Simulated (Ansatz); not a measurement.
(101) slab cut from the bulk of Ge, P6_3/mmc (No. 194); the slab's formula is Ge:

```
CELL_PARAMETERS angstrom
4.05816 0.00000 0.00000
-2.02908 7.55919 0.00000
0.00000 0.00000 25.76252
ATOMIC_POSITIONS crystal
Ge 0.56064 0.12127 0.29112
Ge 0.04744 0.09489 0.34655
Ge 0.31546 0.63091 0.36668
Ge 0.90070 0.80140 0.39177
Ge 0.16871 0.33743 0.41190
Ge 0.65552 0.31104 0.46732
Ge 0.92353 0.84707 0.48745
Ge 0.50878 0.01756 0.51255
Ge 0.77679 0.55358 0.53268
Ge 0.26360 0.52720 0.58810
Ge 0.53161 0.06322 0.60823
Ge 0.11686 0.23371 0.63332
Ge 0.38487 0.76974 0.65345
Ge 0.87168 0.74335 0.70888
```

Level of theory: DFT PBE, scalar-relativistic, plane waves, PAW (Ansatz 0.2.0). Plane waves to 420 eV, a k mesh through Γ of 9×5×1 on the computed 14-atom cell and Gaussian smearing (0.10 eV); no spin polarisation. The cell repeats along c with a dipole correction in the vacuum.

Question: What forces act on the atoms?

Answer:
```json
{"atom": "Ge1", "Fx (eV/Å)": "0.000", "Fy (eV/Å)": "0.015", "Fz (eV/Å)": "-0.365"}
{"atom": "Ge2", "Fx (eV/Å)": "0.000", "Fy (eV/Å)": "-0.061", "Fz (eV/Å)": "0.179"}
{"atom": "Ge3", "Fx (eV/Å)": "0.000", "Fy (eV/Å)": "0.031", "Fz (eV/Å)": "-0.162"}
{"atom": "Ge4", "Fx (eV/Å)": "-0.002", "Fy (eV/Å)": "-0.161", "Fz (eV/Å)": "0.032"}
{"atom": "Ge5", "Fx (eV/Å)": "-0.002", "Fy (eV/Å)": "0.229", "Fz (eV/Å)": "0.116"}
{"atom": "Ge6", "Fx (eV/Å)": "0.002", "Fy (eV/Å)": "-0.142", "Fz (eV/Å)": "0.189"}
{"atom": "Ge7", "Fx (eV/Å)": "0.005", "Fy (eV/Å)": "-0.209", "Fz (eV/Å)": "0.116"}
{"atom": "Ge8", "Fx (eV/Å)": "-0.005", "Fy (eV/Å)": "0.209", "Fz (eV/Å)": "-0.116"}
{"atom": "Ge9", "Fx (eV/Å)": "-0.002", "Fy (eV/Å)": "0.142", "Fz (eV/Å)": "-0.189"}
{"atom": "Ge10", "Fx (eV/Å)": "0.002", "Fy (eV/Å)": "-0.229", "Fz (eV/Å)": "-0.116"}
{"atom": "Ge11", "Fx (eV/Å)": "0.002", "Fy (eV/Å)": "0.161", "Fz (eV/Å)": "-0.032"}
{"atom": "Ge12", "Fx (eV/Å)": "0.000", "Fy (eV/Å)": "-0.031", "Fz (eV/Å)": "0.162"}
{"atom": "Ge13", "Fx (eV/Å)": "0.000", "Fy (eV/Å)": "0.061", "Fz (eV/Å)": "-0.179"}
{"atom": "Ge14", "Fx (eV/Å)": "0.000", "Fy (eV/Å)": "-0.015", "Fz (eV/Å)": "0.365"}
```

The reference crystal is a form of Ge, which isn't its usual structure.

Cost: 1 run of about 3.6 core-minutes, on Intel Xeon Platinum 8488C (Sapphire Rapids) (shared hosts).